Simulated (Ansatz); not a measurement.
# BN: moving N off its site

BN, F-43m, a = 3.626 Å (as given, not relaxed at this level: -5.2 GPa). The compound has several low-lying forms, and this is one of them. Ansatz: r2SCAN, PAW, 500 eV, Γ-centred 12×12×12 mesh on 2 atoms, Gaussian smearing 0.05 eV; no spin polarisation.

```xyz
2
Lattice="0.0000 1.8130 1.8130 1.8130 0.0000 1.8130 1.8130 1.8130 0.0000" Properties=species:S:1:pos:R:3 pbc="T T T"
B     0.0000    0.0000    0.0000
N     2.7195    2.7195    2.7195
```

Atom 2 (N) moves by x along the unit vector (0.000, 1.000, 0.000), with its periodic images; all else is held. y is the free energy of the cell over the start, F the force along the path summed over the moved atoms. Symmetry makes y even in x.

```
  x (Å) y (meV) F (eV/Å)
-0.5000        ?         ?
-0.2500    690.4      5.14
 0.0000      0.0      0.00
 0.0625     46.0     -1.47
 0.1250    181.6     -2.86
 0.1875    400.1     -4.11
 0.3125   1037.2     -5.91
 0.3750   1422.0     -6.35
 0.4375   1823.9     -6.45
```

Task: Fit y = c2 x² + c4 x⁴ to the energies of the other rows, give the force constant, and predict energy and force of the missing row.

Result: Least squares on the rows shown. y = 11768 x² − 11718 x⁴. The force constant is 2 c2 = 23.5 eV/Å², for the cell as given, at -5.2 GPa (for all images moving together, not for a lone atom). With two atoms in a cubic cell this is the optical mode at Γ without the LO field: ω = 521.5 √(2 c2/μ) = 1024 cm⁻¹ for μ = 6.10 u. The force −dy/dx at the missing row is 5.91 eV/Å (computed 6.24). At x = -0.5000 the fit asked for gives 2209.6 meV. The run gave 2222.2 meV, so the fit is 12.6 meV too low, a small miss on the scale of the series.